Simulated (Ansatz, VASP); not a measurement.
One calculation of Mg, two programs

The input INCAR:

```
SYSTEM = Mg
ALGO = Normal
EDIFF = 1E-7
ENCUT = 520
GGA = CA
ISIF = 2
ISMEAR = -1
LASPH = .TRUE.
LCHARG = .FALSE.
LREAL = .FALSE.
LWAVE = .FALSE.
NBANDS = 7
NELM = 100
PREC = Accurate
SIGMA = 0.03
```

Contents of KPOINTS:

```
k-points
0
G
  19 19 19
  0 0 0
```

File POSCAR:

```
Mg
1.0
   -1.4765000000      1.4765000000      1.4617350000
    1.4765000000     -1.4765000000      1.4617350000
    1.4765000000      1.4765000000     -1.4617350000
Mg
1
Direct
    0.0000000000      0.0000000000      0.0000000000
```

Input for Ansatz:

```yaml
crystal:
  lattice:
    - [-1.4765, 1.4765, 1.461735]
    - [1.4765, -1.4765, 1.461735]
    - [1.4765, 1.4765, -1.461735]
  atoms:
    - { symbol: Mg, position: [0.0, 0.0, 0.0] }
kpoints:
  mp_grid: { grid: [19, 19, 19] }
  band_path:
    path:
      - [0.0, 0.0, 0.0]
      - [0.0, 0.0, 0.5]
      - [-0.5, 0.5, 0.5]
      - [0.0, 0.0, 0.0]
      - [0.495025, 0.495025, -0.495025]
      - [-0.495025, 0.504975, 0.495025]
      - [-0.5, 0.5, 0.5]
      - [0.0, 0.0, 0.5]
      - [0.25, 0.25, 0.25]
    npoints: 5
scf:
  occupations: { method: fermi_dirac, width: 0.03 }
hamiltonian:
  xc: lda
  pseudopotentials: { kind: all_electron, lapw: { basis_error: 0.0005 } }
output:
  forces: true
  stress: true
  eigenvalues: true
```

Change from the starting cell: zz strain of -1 %.

Alike in both runs: task single point; functional LDA; k mesh 19 × 19 × 19; occupations fermi-dirac, width 0.03 eV; no spin polarisation.

|  | VASP | Ansatz |
| --- | --- | --- |
| version | VASP 6.6.1 | Ansatz 0.2.0 |
| potentials or method | VASP PAW LDA potentials, release 64 (Mg) | all-electron LAPW, scalar-relativistic |
| plane-wave cutoff (eV) | 520 | see its input |

Ansatz gave:

```
pressure (GPa)                                  : 57.8
largest component of the traceless stress (GPa) : 0.17
```

**Question.** What did VASP give for the same quantities?

**Answer.** Pressure (GPa): 58.1; largest component of the traceless stress (GPa): 0.16.

Ansatz ran all-electron here, so the differences hold the error of VASP's frozen core and of both bases.

Caveats: so large a pressure means that the cell lies far from this level's equilibrium, or that cutoff or potentials fall short (VASP).
